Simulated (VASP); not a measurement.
Crystal: TaS2.

```
Ta S
1.0
     3.35000    0.00000    0.00000
    -1.67500    2.90119    0.00000
     0.00000    0.00000    5.86000
Ta S
1 2
Direct
  0.00000 0.00000 0.00000
  0.66667 0.33333 0.75000
  0.33333 0.66667 0.25000
```

```yaml
Program: VASP 6.6.1
Task: relaxation of cell and atoms
Functional: PBE
Dispersion: D3(BJ)
Potentials_or_basis: VASP PAW PBE potentials, release 64 (Ta_pv, S)
Cutoff: 600 eV
k_mesh: 9 × 9 × 5
Occupations: fermi-dirac, width 0.05 eV
Spin: no spin polarisation
```

At the start: pressure 5.5 GPa; volume 18.98 Å³/atom.

Task: How do energy, volume and symmetry change on relaxing?

Result: Over 18 steps the energy falls by 31.8 meV/atom and the volume is 18.54 Å³/atom (-2.4 %); space group P-3m1 (No. 164, to 0.05 Å).

The path:
| step | energy change (eV) | largest force (eV/Å) | pressure (GPa) | volume (Å³) |
| --- | --- | --- | --- | --- |
| 1 | 0.0000 | 1.2595 | 5.50 | 56.95 |
| 2 | 0.1142 | 1.2543 | -10.57 | 62.49 |
| 3 | -0.0670 | 0.2084 | -1.53 | 58.95 |
| 4 | -0.0670 | 0.2387 | -1.31 | 58.89 |
| 5 | -0.0817 | 0.1360 | -0.63 | 58.03 |
| 6 | -0.0836 | 0.0832 | -0.26 | 57.59 |
| 7 | -0.0860 | 0.1234 | 0.09 | 57.25 |
| 8 | -0.0895 | 0.2476 | 1.23 | 56.24 |
| 9 | -0.0902 | 0.2346 | 1.13 | 56.21 |
| 10 | -0.0920 | 0.1886 | 0.86 | 56.12 |
| 11 | -0.0945 | 0.1015 | 0.35 | 55.94 |
| 12 | -0.0940 | 0.0738 | -0.63 | 55.58 |
| 13 | -0.0951 | 0.0256 | -0.08 | 55.78 |
| 14 | -0.0951 | 0.0229 | -0.11 | 55.77 |
| 15 | -0.0952 | 0.0170 | -0.10 | 55.75 |
| 16 | -0.0953 | 0.0071 | -0.06 | 55.68 |
| 17 | -0.0953 | 0.0131 | 0.03 | 55.54 |
| 18 | -0.0953 | 0.0020 | -0.01 | 55.61 |

Final structure:
```
Ta S
1.0
     3.32937    0.00000    0.00000
    -1.66468    2.88332    0.00000
     0.00000    0.00000    5.79278
Ta S
1 2
Direct
  0.00000 0.00000 0.00000
  0.66667 0.33333 0.73329
  0.33333 0.66667 0.26671
```
